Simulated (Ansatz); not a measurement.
**Ti3Si under changes of volume**

One of the cells (15.544 Å³/atom); the others are scaled copies at fixed shape and fractional positions:

```xyz
4
Lattice="0.0000 3.1444 3.1444 3.1444 0.0000 3.1444 3.1444 3.1444 0.0000" Properties=species:S:1:pos:R:3 pbc="T T T"
Ti    0.0000    0.0000    0.0000
Ti    1.5722    1.5722    1.5722
Ti    4.7165    4.7165    4.7165
Si    3.1444    3.1444    3.1444
```

The cell comes from a database or a generator and needn't be the stable form of this composition.

| Quantity | Value |
| --- | --- |
| Program | Ansatz 0.2.0 |
| Functional | LDA |
| Potentials or basis | all-electron LAPW, scalar-relativistic |
| Cutoff | 230 eV (chosen from the basis error) |
| Basis error allowed | 0.002 eV/atom |
| k mesh | 7 × 7 × 7 |
| Occupations | fermi-dirac, width 0.05 eV |
| Spin | no spin polarisation |

```tsv
volume (Å³/atom)	energy over the lowest point (meV/atom)	pressure (GPa)
14.611	0.00	-1.0
14.922	?	?
15.233	15.64	-6.7
15.544	31.07	-9.1
15.855	50.92	-11.2
16.166	74.74	-13.2
16.477	102.13	-14.9
```

Question: What does the run at 14.922 Å³/atom give?

Answer: Energy over the lowest point 5.10 meV/atom; pressure -4.0 GPa.

Worked out: A Birch-Murnaghan fit of order 3 (a polynomial in V^(-2/3)) to the other rows has its minimum at 14.50 Å³/atom, just outside them, with B0 = V·E''(V) = 151 GPa and B' = 3.9. It gives 5.10 meV/atom at 14.922 Å³/atom, against the run's 5.10, and -dE/dV = -4.1 GPa, against -4.0.

Energies are extrapolated to zero smearing.
